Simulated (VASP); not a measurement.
Here is a VASP 6.6.1 calculation.

INCAR

```
SYSTEM = KBr
PREC = Accurate
ENCUT = 520
EDIFF = 1E-7
ISMEAR = -1
SIGMA = 0.1
LREAL = .FALSE.
LASPH = .TRUE.
NELM = 60
ALGO = Normal
ISIF = 2
LWAVE = .FALSE.
LCHARG = .FALSE.
LNONCOLLINEAR = .TRUE.
MAGMOM = 0 0 0 0 0 0
LORBIT = 11
LSORBIT = .TRUE.
GGA_COMPAT = .FALSE.
METAGGA = RSCAN
LMIXTAU = .TRUE.
```

The input KPOINTS:

```
regular mesh
0
G
  5 5 5
  0 0 0
```

POSCAR

```
KBr
1.0
    0.0000000000      3.3000000000      3.3000000000
    3.3000000000      0.0000000000      3.3000000000
    3.3000000000      3.3000000000      0.0000000000
Br K
1 1
Direct
    0.5000000000      0.5000000000      0.5000000000
    0.0000000000      0.0000000000      0.0000000000
```

Potentials or basis: VASP PAW PBE potentials, release 64 (Br, K_sv).

The run is started by

```bash
$ cat potpaw_PBE.64/Br/POTCAR potpaw_PBE.64/K_sv/POTCAR > POTCAR
$ mpirun -np 1 vasp_ncl > vasp.out
```

Task: Predict the pressure.

Result: 0.0 GPa.

Caveat: the PAW data sets were made with another functional, which shifts forces and pressure a little.
